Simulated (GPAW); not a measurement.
# CuO (F-43m) in GPAW: convergence with plane-wave cutoff (eV)

Aim: find how far plane-wave cutoff (eV) must go before the results for CuO settle, at r2SCAN. This setting moves, with any that are tied to it; all else stays.

Program: GPAW 26.7.0. These are calculated values, not measurements. Logs are shortened: lines on timing, memory, paths and dates and some standing lists are left out, and cuts for length are marked. The log counts tension as positive stress, the text compression.

### 1 The crystal as given

It takes space group F-43m (No. 216, cubic). The conventional cell has a = 4.655 Å, b = 4.655 Å, c = 4.655 Å, α = 90.00°, β = 90.00°, γ = 90.00°. Cu (site symmetry -43m) is surrounded by 4 O at 2.02 Å. Around O (site symmetry -43m) lie 4 Cu at 2.02 Å.

Measurements of this composition are mostly on another form, of space group No. 15.

### 2 With plane-wave cutoff (eV) 300

The input, run.py:

```python
from ase import Atoms
from ase.dft.bandgap import bandgap
from ase.io import write
from ase.units import GPa
from gpaw import GPAW, PW

atoms = Atoms(['Cu', 'O'],
              cell=[[0.0, 2.32725273, 2.32725273],
                    [2.32725273, 0.0, 2.32725273],
                    [2.32725273, 2.32725273, 0.0]],
              scaled_positions=[[0.0, 0.0, 0.0],
                                [0.25, 0.25, 0.25]],
              pbc=True)

calc = GPAW(mode=PW(300),
            xc='MGGA_X_R2SCAN+MGGA_C_R2SCAN',
            kpts={'size': (10, 10, 10), 'gamma': True},
            occupations={'name': 'fermi-dirac', 'width': 0.05},
            nbands=19,
            convergence={'density': 1e-05, 'energy': 1e-05},
            maxiter=100,
            txt='gpaw.txt')
atoms.calc = calc
energy = atoms.get_potential_energy()
forces = atoms.get_forces()
stress = atoms.get_stress()
calc.write('gs.gpw')
write('result.traj', atoms)
print(f'Energy: {energy:.6f} eV')
print('Forces (eV/A):')
print(forces.round(4))
print('Stress (GPa):', (stress / GPa).round(3))
print('Fermi level:', round(calc.get_fermi_level(), 4), 'eV')
print(f'Gap: {bandgap(calc)[0]:.4f} eV, direct: {bandgap(calc, direct=True)[0]:.4f} eV')
```

Potentials or basis: GPAW PAW data sets (gpaw-data 1.2.1), pw.

Command:

```sh
$ OMP_NUM_THREADS=1 python run.py
```

gpaw.txt:

```text
__  _  _
 | _ |_)|_||  |
 |__||  | ||/\| - 26.7.0

Input parameters:
  mode=PW(ecut=300.0),
  convergence={'density': 1e-05, 'energy': 1e-05},
  kpts=MonkhorstPack(size=(10, 10, 10), gamma=True),
  maxiter=100,
  nbands=19,
  occupations=Occupations(name='fermi-dirac', width=0.05),
  xc=XC(name='MGGA_X_R2SCAN+MGGA_C_R2SCAN')

Diagonalizing LCAO Hamiltonian
Converting LCAO to pw mode

           O

       Cu

Atoms  # Å, Bohr magnetons
|   | symbol |        x |        y |        z |    initial magnetic moments |
|---|--------|----------|----------|----------|-----------------------------|
| 0 |     Cu | 0.000000 | 0.000000 | 0.000000 | ( 0.0000,  0.0000,  0.0000) |
| 1 |      O | 1.163626 | 1.163626 | 1.163626 | ( 0.0000,  0.0000,  0.0000) |

Unit cell  # Å
| periodic |        x |        y |        z |  lengths |    angles |
|----------|----------|----------|----------|----------|-----------|
|      yes | 0.000000 | 2.327253 | 2.327253 | 3.291232 | 60.000000 |
|      yes | 2.327253 | 0.000000 | 2.327253 | 3.291232 | 60.000000 |
|      yes | 2.327253 | 2.327253 | 0.000000 | 3.291232 | 60.000000 |

Number of symmetries: 24
Symmetry operations  # r_c * U_cc + t_c -> r_c
|    | kind |            matrix            |
|----|------|------------------------------|
|  0 |  E   |  1, 0, 0,  0, 1, 0,  0, 0, 1 |
|  1 |  σ   |  1, 0, 0,  0, 0, 1,  0, 1, 0 |
|  2 |  σ   |  1, 0,-1,  0, 1,-1,  0, 0,-1 |
|  3 |  C3  |  1, 0,-1,  0, 0,-1,  0, 1,-1 |
|  4 |  C3  |  1,-1, 0,  0,-1, 1,  0,-1, 0 |
|  5 |  σ   |  1,-1, 0,  0,-1, 0,  0,-1, 1 |
|  6 |  σ   |  0, 1, 0,  1, 0, 0,  0, 0, 1 |
|  7 |  C3  |  0, 1, 0,  0, 0, 1,  1, 0, 0 |
|  8 |  C2  |  0, 1,-1,  1, 0,-1,  0, 0,-1 |
|  9 |  S4  |  0, 1,-1,  0, 0,-1,  1, 0,-1 |
| 10 |  C3  |  0, 0, 1,  1, 0, 0,  0, 1, 0 |
| 11 |  σ   |  0, 0, 1,  0, 1, 0,  1, 0, 0 |
| 12 |  S4  |  0, 0,-1,  1, 0,-1,  0, 1,-1 |
| 13 |  C3  |  0, 0,-1,  0, 1,-1,  1, 0,-1 |
| 14 |  S4  |  0,-1, 1,  1,-1, 0,  0,-1, 0 |
| 15 |  C2  |  0,-1, 1,  0,-1, 0,  1,-1, 0 |
| 16 |  C3  |  0,-1, 0,  1,-1, 0,  0,-1, 1 |
| 17 |  S4  |  0,-1, 0,  0,-1, 1,  1,-1, 0 |
| 18 |  S4  | -1, 1, 0, -1, 0, 1, -1, 0, 0 |
[... 132 lines left out ...]
- Maximum integral of absolute [dens]ity change: 1e-05 electrons / valence electron
- Maximum [total energy] change in last 3 cyles: 1e-05 eV / valence electron
- Maximum integral of absolute [eigenst]ate change: 4e-08 eV^2 / valence electron
maximum number of iterations: 100

SCF iterations
|iter     | |      energy | eigst |  dens |
|---------|-|-------------|-------|-------|
|iter:   1| |  -14.539586 | -0.34 |       |
|iter:   2| |  -10.152451 | -1.36 | -0.93 |
|iter:   3| |   -9.725313 | -2.32 | -1.03 |
|iter:   4| |   -9.693889 | -2.71 | -1.22 |
|iter:   5| |   -9.660698 | -2.91 | -1.51 |
|iter:   6| |   -9.661336 | -3.73 | -2.01 |
|iter:   7| |   -9.661080 | -5.05 | -2.52 |
|iter:   8| |   -9.661032 | -5.31 | -2.85 |
|iter:   9| |   -9.661025c| -7.32 | -3.75 |
|iter:  10| |   -9.661019c| -7.60c| -3.94 |
|iter:  11| |   -9.661018c| -8.74c| -4.41 |
|iter:  12| |   -9.661018c| -8.39c| -5.11c|

Converged in 12 steps
Energy contributions relative to reference atoms: (reference = -47062.304142)

Energy contributions:
  Kinetic:         -23.957403
  Coulomb:          25.592909
  Zero:              0.335885
  External:          0.000000
  Xc:              -11.621656
  Entropy:          -0.021509
  Spinorbit:         0.000000
  ----------------------------
  Free energy:      -9.671773
  Extrapolated:     -9.661018

dipole moment: (-11.130539, -11.130539, -11.130539)  # |e|*Ang

Fermi level: 3.684
Eigenvalues  # (at kpt = [0.000, 0.000, 0.000])
| band index |      eig [eV] | occ [0-2] |
|------------|---------------|-----------|
|          0 |       -17.180 |     2.000 |
|          1 |        -0.975 |     2.000 |
|          2 |        -0.973 |     2.000 |
|          3 |        -0.973 |     2.000 |
|          4 |         1.714 |     2.000 |
|          5 |         1.714 |     2.000 |
|          6 |         4.377 |     0.000 |
|          7 |         4.393 |     0.000 |
|          8 |         4.399 |     0.000 |
|          9 |         4.399 |     0.000 |
|         10 |        18.059 |     0.000 |
|         11 |        18.061 |     0.000 |
|         12 |        18.061 |     0.000 |
|         13 |        24.279 |     0.000 |
|        ... |               |           |
|         18 |        26.576 |     0.000 |

No gap
No difference between direct/indirect transitions

Forces  # eV/Ang
|        x |        y |        z |
|----------|----------|----------|
| -0.00000 |  0.00000 | -0.00000 |  # Cu   0
|  0.00000 | -0.00000 | -0.00000 |  # O    1

Stress tensor  # eV/Ang^3
|         x |         y |         z |
|-----------|-----------|-----------|
|  0.766000 |  0.000000 | -0.000000 |
|  0.000000 |  0.766000 | -0.000000 |
| -0.000000 | -0.000000 |  0.766000 |

# Writing to gs.gpw (mode='')
```

It took 23 s on 1 thread of Arm Neoverse V1, shared host; peak memory 0.21 GiB.

Results:

```yaml
Free_energy: -9.6718 eV
Pressure: -122.7 GPa
Band_gap_on_the_k_mesh: none (metal or under the smearing width)
```

### 3 With plane-wave cutoff (eV) 350

run.py, as its differences from that of step 2:

```diff
@@ -14,3 +14,3 @@
 
-calc = GPAW(mode=PW(300),
+calc = GPAW(mode=PW(350),
             xc='MGGA_X_R2SCAN+MGGA_C_R2SCAN',
```

Potentials or basis: GPAW PAW data sets (gpaw-data 1.2.1), pw.

Command:

```sh
$ OMP_NUM_THREADS=1 python run.py
```

Run time: 28 s. Hardware: 1 thread of Arm Neoverse V1, shared host; peak memory 0.22 GiB.

What came out:

```
Free energy            : -13.0311 eV
Pressure               : -85.6 GPa
Band gap on the k mesh : none (metal or under the smearing width)
```

### 4 With plane-wave cutoff (eV) 400

run.py, as its differences from that of step 3:

```diff
@@ -14,3 +14,3 @@
 
-calc = GPAW(mode=PW(350),
+calc = GPAW(mode=PW(400),
             xc='MGGA_X_R2SCAN+MGGA_C_R2SCAN',
```

Command:

```sh
$ OMP_NUM_THREADS=1 python run.py
```

Wall time 29 s (1 thread of Arm Neoverse V1, shared host); peak memory 0.22 GiB.

What came out:

```yaml
Free_energy: -14.9072 eV
Pressure: -58.9 GPa
Band_gap_on_the_k_mesh: none (metal or under the smearing width)
```

### 5 With plane-wave cutoff (eV) 500

run.py, as its differences from that of step 4:

```diff
@@ -14,3 +14,3 @@
 
-calc = GPAW(mode=PW(400),
+calc = GPAW(mode=PW(500),
             xc='MGGA_X_R2SCAN+MGGA_C_R2SCAN',
```

Command:

```sh
$ OMP_NUM_THREADS=1 python run.py
```

Run time: 62 s. Hardware: 1 thread of Arm Neoverse V1, shared host; peak memory 0.23 GiB.

What came out:

```
Free energy            : -16.4167 eV
Pressure               : -27.0 GPa
Band gap on the k mesh : none (metal or under the smearing width)
```

### 6 With plane-wave cutoff (eV) 600

run.py, as its differences from that of step 5:

```diff
@@ -14,3 +14,3 @@
 
-calc = GPAW(mode=PW(500),
+calc = GPAW(mode=PW(600),
             xc='MGGA_X_R2SCAN+MGGA_C_R2SCAN',
```

Potentials or basis: GPAW PAW data sets (gpaw-data 1.2.1), pw.

Command:

```sh
$ OMP_NUM_THREADS=1 python run.py
```

Wall time 47 s (1 thread of Arm Neoverse V1, shared host); peak memory 0.24 GiB.

It converged, with:

```
Free energy            : -16.7535 eV
Pressure               : -16.8 GPa
Band gap on the k mesh : none (metal or under the smearing width)
```

### 7 With plane-wave cutoff (eV) 700

run.py, as its differences from that of step 6:

```diff
@@ -14,3 +14,3 @@
 
-calc = GPAW(mode=PW(600),
+calc = GPAW(mode=PW(700),
             xc='MGGA_X_R2SCAN+MGGA_C_R2SCAN',
```

Command:

```sh
$ OMP_NUM_THREADS=1 python run.py
```

Run time: 93 s. Hardware: 1 thread of Arm Neoverse V1, shared host; peak memory 0.25 GiB.

Results (log left out):

- Free energy: -16.8393 eV
- Pressure: -14.6 GPa
- Band gap on the k mesh: none (metal or under the smearing width)

### 8 With plane-wave cutoff (eV) 800

run.py, as its differences from that of step 7:

```diff
@@ -14,3 +14,3 @@
 
-calc = GPAW(mode=PW(700),
+calc = GPAW(mode=PW(800),
             xc='MGGA_X_R2SCAN+MGGA_C_R2SCAN',
```

Command:

```sh
$ OMP_NUM_THREADS=1 python run.py
```

Run time: 1.9 min. Hardware: 1 thread of Arm Neoverse V1, shared host; peak memory 0.26 GiB.

The run converged. Its results:

```
Free energy            : -16.8717 eV
Pressure               : -13.8 GPa
Band gap on the k mesh : none (metal or under the smearing width)
```

### 9 With plane-wave cutoff (eV) 1000

run.py, as its differences from that of step 8:

```diff
@@ -14,3 +14,3 @@
 
-calc = GPAW(mode=PW(800),
+calc = GPAW(mode=PW(1000),
             xc='MGGA_X_R2SCAN+MGGA_C_R2SCAN',
```

Potentials or basis: GPAW PAW data sets (gpaw-data 1.2.1), pw.

Command:

```sh
$ OMP_NUM_THREADS=1 python run.py
```

Run time: 1.8 min. Hardware: 1 thread of Arm Neoverse V1, shared host; peak memory 0.28 GiB.

Results (log left out):

| Quantity | Value |
| --- | --- |
| Free energy | -16.8870 eV |
| Pressure | -13.2 GPa |
| Band gap on the k mesh | none (metal or under the smearing width) |

### 10 With plane-wave cutoff (eV) 1200

run.py, as its differences from that of step 9:

```diff
@@ -14,3 +14,3 @@
 
-calc = GPAW(mode=PW(1000),
+calc = GPAW(mode=PW(1200),
             xc='MGGA_X_R2SCAN+MGGA_C_R2SCAN',
```

Command:

```sh
$ OMP_NUM_THREADS=1 python run.py
```

Run time: 3 min. Hardware: 1 thread of Arm Neoverse V1, shared host; peak memory 0.3 GiB.

The run converged. Its results:

```yaml
Free_energy: -16.8885 eV
Pressure: -13.1 GPa
Band_gap_on_the_k_mesh: none (metal or under the smearing width)
```

### 11 Result

```csv
plane-wave cutoff (eV),"energy less the tightest run, at zero smearing (meV/atom)",pressure (GPa),SCF cycles,CPU time (s),peak memory (GiB)
300,3607.91,-122.73,12,23,0.21
350,1928.20,-85.61,13,28,0.22
400,990.62,-58.86,13,29,0.22
500,235.84,-27.01,13,62,0.23
600,67.49,-16.79,13,47,0.24
700,24.61,-14.56,13,93,0.25
800,8.38,-13.75,13,120,0.26
1000,0.75,-13.15,13,110,0.28
1200,0.00,-13.09,13,180,0.3
```

Against the tightest run, the energy stays within 1 meV/atom from 1000 on; the pressure stays within 0.1 GPa from 1000 on. The tightest run that finished is the yardstick and may itself not be fully converged.

Caveats: with this Cu data set, volumes or pressures lay over 1.5 % or 2 GPa off other programs in two to four cells of ten; the PAW data sets were made with another functional, which shifts forces and pressure a little; an odd number of electrons without spin polarisation forces a metal; a magnetic or distorted state may lie lower; the run has no spin polarisation, though such a crystal can be magnetic; semilocal functionals often make such compounds metallic where correlation or magnetic order opens a gap, which also shifts bond lengths.
